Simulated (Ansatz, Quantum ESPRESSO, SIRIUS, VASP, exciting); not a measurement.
# One calculation of Sb, 5 ways

```
Sb
1.0
    -0.01676    2.38071    2.40165
     2.36975    0.04435    2.34054
     2.40963    2.35947    0.00447
Sb
1
Direct
  0.99246 0.01309 0.98926
```

This isn't the form of Sb at room conditions, which is rhombohedral.

The given cell was strained at random by a few per cent at fixed volume.

Alike in all runs: task single point; functional PBEsol; k mesh 10 × 10 × 10; occupations fermi-dirac, width 0.05 eV; no spin polarisation; no spin-orbit coupling. Pressure is positive in compression and, in plane waves, holds the error of the finite cutoff.

```tsv
program and potentials	plane-wave cutoff (eV)	notes	band gap (eV)	pressure (GPa)	energy over the undisturbed cell (meV/atom)
Ansatz, all-electron LAPW, scalar-relativistic	-	-	no gap	-1.31	-
SIRIUS, PseudoDojo 0.4.1 PBEsol standard (scalar relativistic)	1102	15 valence electrons an atom on average	no gap	-1.30	-
exciting, all-electron LAPW+lo, shipped species files, valence relativity iora*	-	-	no gap	-	-1.88
Quantum ESPRESSO, GBRV 1.5 PBEsol	612	15 valence electrons an atom on average	no gap	-1.45	-1.96
VASP, PBE PAW files Sb, 520 eV	520	potentials made for PBE; 5 valence electrons an atom on average	no gap	-1.35	-
```

None finds a gap. The pressure spans -1.45 (Quantum ESPRESSO, GBRV 1.5 PBEsol) to -1.30 GPa (SIRIUS, PseudoDojo 0.4.1 PBEsol standard (scalar relativistic)), with all-electron results at -1.31.

The functional is the same throughout but for its coding, so the spread measures potentials, basis and numerics; runs on potential files found faulty are left out.
